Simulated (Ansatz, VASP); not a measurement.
# Two plane-wave programs on KTaO3

Contents of POSCAR:

```
KTaO3
1.0
    3.9901311116      0.0000000000      0.0000000000
    0.0000000000      3.9901311116      0.0000000000
    0.0000000000      0.0000000000      3.9901311116
K Ta O
1 1 3
Direct
    0.0000000000      0.0000000000      0.0000000000
    0.5000000000      0.5000000000      0.5000000000
    0.5000000000      0.5000000000      0.0000000000
    0.5000000000      0.0000000000      0.5000000000
    0.0000000000      0.5000000000      0.5000000000
```

INCAR.step1

```
SYSTEM = KTaO3
ALGO     = Normal         ! electronic algorithm
EDIFF    = 1E-4           ! SCF threshold, eV
ENCUT    = 520            ! plane-wave cutoff, eV
GGA      = PE             ! functional
ISMEAR   = 0              ! smearing method
LASPH    = .TRUE.         ! aspherical terms in the spheres
LCHARG   = .FALSE.        ! write CHGCAR
LREAL    = .FALSE.        ! projectors in reciprocal space
LWAVE    = .TRUE.         ! write WAVECAR
NBANDS   = 27             ! bands
NELM     = 60             ! most SCF steps
PREC     = Accurate       ! precision mode
SIGMA    = 0.01           ! smearing width, eV
```

File INCAR.step2:

```
SYSTEM = KTaO3
ALGO     = Normal         ! electronic algorithm
EDIFF    = 1E-6           ! SCF threshold, eV
ENCUT    = 520            ! plane-wave cutoff, eV
ISIF     = 2              ! what is computed and relaxed
ISMEAR   = 0              ! smearing method
ISTART   = 1            
LASPH    = .TRUE.         ! aspherical terms in the spheres
LCHARG   = .FALSE.        ! write CHGCAR
LMIXTAU  = .TRUE.       
LREAL    = .FALSE.        ! projectors in reciprocal space
LWAVE    = .FALSE.        ! write WAVECAR
METAGGA  = R2SCAN         ! meta-GGA
NBANDS   = 27             ! bands
NELM     = 60             ! most SCF steps
PREC     = Accurate       ! precision mode
SIGMA    = 0.01           ! smearing width, eV
```

Contents of KPOINTS:

```
k-points
0
G
  6 6 6
  0 0 0
```

Input for Ansatz:

```yaml
crystal:
  lattice:
    - [3.9901311116, 0.0, 0.0]
    - [0.0, 3.9901311116, 0.0]
    - [0.0, 0.0, 3.9901311116]
  atoms:
    - { symbol: K, position: [0.0, 0.0, 0.0] }
    - { symbol: Ta, position: [0.5, 0.5, 0.5] }
    - { symbol: O, position: [0.5, 0.5, 0.0] }
    - { symbol: O, position: [0.5, 0.0, 0.5] }
    - { symbol: O, position: [0.0, 0.5, 0.5] }
kpoints:
  mp_grid: { grid: [6, 6, 6] }
  band_path:
    path: [[0.0, 0.0, 0.0], [0.0, 0.5, 0.0], [0.5, 0.5, 0.0], [0.5, 0.5, 0.5]]
    npoints: 1
hamiltonian:
  xc: r2scan
scf:
  occupations: { method: fixed }
  n_extra_bands: 5
output:
  forces: true
  stress: true
  eigenvalues: true
```

Alike in both runs: task single point; functional r2SCAN; k mesh 6 × 6 × 6; no spin polarisation.

|  | VASP | Ansatz |
| --- | --- | --- |
| version | VASP 6.6.1 | Ansatz 0.2.0 |
| potentials or method | VASP PAW PBE potentials, release 64 (K_sv, Ta_pv, O) | plane waves, PAW |
| plane-wave cutoff (eV) | 520 | 500 |
| occupations | gaussian, width 0.01 eV | fixed |
| valence electrons in the cell | 38 | 40 |

```tsv
	VASP	Ansatz	Ansatz less VASP
gap on the k mesh at the Fermi level (eV)	2.59	2.63	+0.031
pressure (GPa)	0.9	0.0	-0.92
```

The two sets of potentials don't hold the same shells in valence.

Caveats: the PAW data sets were made with another functional, which shifts forces and pressure a little (VASP); spin-orbit coupling is left out, which moves the levels of the heavy elements. r2SCAN opens gaps a little over a GGA but as a rule still falls short of measured ones. A k mesh can miss the band edges.
